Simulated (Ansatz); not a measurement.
# SiC (Moissanite) under changes of volume

One of the cells (10.341 Å³/atom); the others are scaled copies at fixed shape and fractional positions:

```xyz
4
Lattice="3.0760 0.0000 0.0000 -1.5380 2.6639 0.0000 0.0000 0.0000 5.0480" Properties=species:S:1:pos:R:3 pbc="T T T"
Si    1.5380    0.8880    2.5240
Si    0.0000    1.7759    0.0000
C     1.5380    0.8880    4.4675
C     0.0000    1.7759    1.9435
```

| Property | Result |
| --- | --- |
| Program | Ansatz 0.2.0 |
| Functional | PBEsol |
| Potentials or basis | all-electron LAPW, scalar-relativistic |
| Cutoff | 325 eV (chosen from the basis error) |
| Basis error allowed | 0.002 eV/atom |
| k mesh | 10 × 10 × 5 |
| Occupations | fermi-dirac, width 0.05 eV |
| Spin | no spin polarisation |

```tsv
volume (Å³/atom)	energy over the lowest point (meV/atom)	pressure (GPa)	gap on the mesh (eV)	largest force (eV/Å)
9.721	29.36	15.7	2.23	0.849
9.927	12.80	10.0	2.26	0.813
10.134	3.23	4.9	2.30	0.778
10.341	0.00	0.2	2.33	0.746
10.548	?	?	?	?
10.755	10.24	-7.9	2.39	0.686
10.961	22.69	-11.3	2.37	0.659
```

**Question.** What does the run at 10.548 Å³/atom give?

**Answer.** Energy over the lowest point 2.51 meV/atom; pressure -4.0 GPa; gap on the mesh 2.36 eV; largest force 0.715 eV/Å.

Worked out: A Birch-Murnaghan fit of order 3 (a polynomial in V^(-2/3)) to the other rows has its minimum at 10.35 Å³/atom with B0 = V·E''(V) = 222 GPa and B' = 3.9 at fixed shape and positions, which overstates the stiffness. It gives 2.51 meV/atom at 10.548 Å³/atom, against the run's 2.51, and -dE/dV = -4.0 GPa, against -4.0. A parabola through the other rows of the gap, of slope 0.986 eV per unit of ln V there, gives 2.36 eV, against the run's 2.36.

Energies are extrapolated to zero smearing.

Caveats: an odd mesh through Γ misses points on the zone boundary, where band edges often lie.
